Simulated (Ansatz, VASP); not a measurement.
## One calculation of Fe, two programs

The input INCAR:

```
SYSTEM = Fe
ALGO = Fast ; EDIFF = 1E-7
ENCUT = 520 ; GGA = CA
ISIF = 2 ; ISMEAR = -1
LASPH = .True. ; LCHARG = .False.
LREAL = .False. ; LWAVE = .False.
NBANDS = 15 ; NELM = 80
PREC = Accurate ; SIGMA = 0.1
```

File KPOINTS:

```
k-points
0
Gamma
  13 13 13
  0 0 0
```

POSCAR

```
Fe
1.0
    0.0000000000      2.4093825442      2.4093825442
    2.4093825442      0.0000000000      2.4093825442
    2.4093825442      2.4093825442      0.0000000000
Fe
2
Direct
    0.1250000000      0.1250000000      0.1250000000
    0.8750000000      0.8750000000      0.8750000000
```

Input for Ansatz:

```yaml
crystal:
  lattice:
    - [0.0, 2.4093825442, 2.4093825442]
    - [2.4093825442, 0.0, 2.4093825442]
    - [2.4093825442, 2.4093825442, 0.0]
  atoms:
    - { symbol: Fe, position: [0.125, 0.125, 0.125] }
    - { symbol: Fe, position: [0.875, 0.875, 0.875] }
hamiltonian:
  xc: lda
  pseudopotentials:
    kind: paw
    azcp:
      Fe: "pseudopotentials/Fe.paw.azcp"
basis:
  ecutwfc: 420
  fft_grid_basis: typed
kpoints:
  mp_grid: { grid: [13, 13, 13], shift: [0, 0, 0] }
magnetization:
  spin_polarized: false
scf:
  occupations: { method: fermi_dirac, width: 0.1 }
  lower_state_search: "off"
output:
  stress: true
```

Alike in both runs: task single point; functional LDA; k mesh 13 × 13 × 13; occupations fermi-dirac, width 0.1 eV; no spin polarisation.

|  | VASP | Ansatz |
| --- | --- | --- |
| version | VASP 6.6.1 | Ansatz 0.2.0 |
| potentials or method | VASP PAW LDA potentials, release 64 (Fe) | plane waves (420 eV) with PAW, scalar-relativistic |
| plane-wave cutoff (eV) | 520 | 420 |
| valence electrons in the cell | 16 | 32 |

```csv
,VASP,Ansatz,Ansatz less VASP
pressure (GPa),-8.5,-6.8,+1.63
```

The two sets of potentials don't hold the same shells in valence. Ansatz warned: «pseudo_functional_mismatch».

Caveats: the run has no spin polarisation, though such a crystal can be magnetic. Spin polarisation is off, so any magnetic state and its effect on volume and gap are missing.
